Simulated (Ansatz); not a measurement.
**WC: a dynamics run in two tries**

Aim: a short trajectory for this system. The start is the crystal (P-6m2), its volume scaled by 1.15.

Program: Ansatz 0.2.0. Level of theory: DFT PBE+D3(BJ), plane waves, PAW, scalar-relativistic, no spin polarisation. These are calculated values, not measurements.

### 1 The structure to begin with

The cell holds 16 atoms (C8W8): a = 6.054 Å, b = 5.243 Å, c = 5.924 Å, α = 90.00°, β = 90.00°, γ = 90.00°.

As a file:

```xyz
16
Lattice="-3.0268 -5.2425 0.0000 4.5402 -2.6213 0.0000 0.0000 0.0000 5.9236" Properties=species:S:1:pos:R:3 pbc="T T T"
W    -0.1037   -5.1407   -0.0002
C     1.7322   -4.3803    1.5758
W     0.0532   -5.3829    2.9477
C     1.3975   -4.4444    4.4169
W    -1.5074   -2.5036   -0.1168
C     0.2834   -1.6734    1.6076
W    -1.5822   -2.5767    2.8975
C     0.0166   -2.1098    4.7004
W     1.5930   -2.6824    0.0279
C     2.9898   -1.7530    1.6971
W     1.5038   -2.5267    2.9810
C     3.0608   -1.6440    4.5518
W     0.1064   -0.1090    0.0842
C    -1.3757   -4.3091    1.4724
W    -0.0930   -0.0245    2.9773
C    -1.5926   -4.5124    4.4188
```

### 2 The run

input.yaml reads:

```yaml
accuracy: low
crystal:
  lattice:
    - [-3.026775, -5.242528, 0.0]
    - [4.540163, -2.621264, 0.0]
    - [0.0, 0.0, 5.923637]
  atoms:
    - { symbol: W, position: [0.74399889, 0.4731576, -3.161e-05] }
    - { symbol: C, position: [0.48356993, 0.70391115, 0.26601534] }
    - { symbol: W, position: [0.76568961, 0.52217065, 0.49761149] }
    - { symbol: C, position: [0.52038952, 0.65473015, 0.74564058] }
    - { symbol: W, position: [0.48267138, -0.01022489, -0.01972035] }
    - { symbol: C, position: [0.2159896, 0.2064197, 0.27138201] }
    - { symbol: W, position: [0.49931224, -0.01561794, 0.48914091] }
    - { symbol: C, position: [0.30045771, 0.20396175, 0.7934982] }
    - { symbol: W, position: [0.25216755, 0.51897834, 0.00470533] }
    - { symbol: C, position: [0.00383651, 0.66108304, 0.28649785] }
    - { symbol: W, position: [0.23726344, 0.48940136, 0.5032329] }
    - { symbol: C, position: [-0.01761763, 0.66242654, 0.76841822] }
    - { symbol: W, position: [0.00680585, 0.02796598, 0.0142207] }
    - { symbol: C, position: [0.73009841, 0.18372007, 0.24856528] }
    - { symbol: W, position: [0.01118829, -0.01303148, 0.50260977] }
    - { symbol: C, position: [0.77709327, 0.16728985, 0.74596372] }
basis:
  ecutwfc: 420.0
kpoints:
  mp_grid: { grid: [2, 2, 2] }
hamiltonian:
  xc: pbe
  dispersion: d3bj
  pseudopotentials: { kind: paw, azcp: { folder: soft_1 } }
scf:
  occupations: { method: fermi_dirac, width: 0.17 }
  lower_state_search: "off"
  max_iter: 75
md:
  timestep: 10.0
  n_steps: 25
  ensemble: nvt_nose_hoover
  temperature: 1200.0
  initial_velocities: maxwell_boltzmann
  seed: 519405
  nose_hoover: { tau: 100.0, chain_length: 5 }
```

On the command line:

```
> ansatz run input.yaml --threads 1 --pin off --max-ram 3072MiB --backend cpu --events-out ev --progress --plain --runs-dir out
```

What does the calculation give? Wanted: first try.

**Answer**, as computed:

```
 quantity                                                                                                                value
first try                                                                                        converged; not a sound result
    cause  the time step is longer than any vibration's period allows, so each step throws atoms far past their turning points
```

**Reading.** The program did not catch the first fault at the input check, so it cost a run.
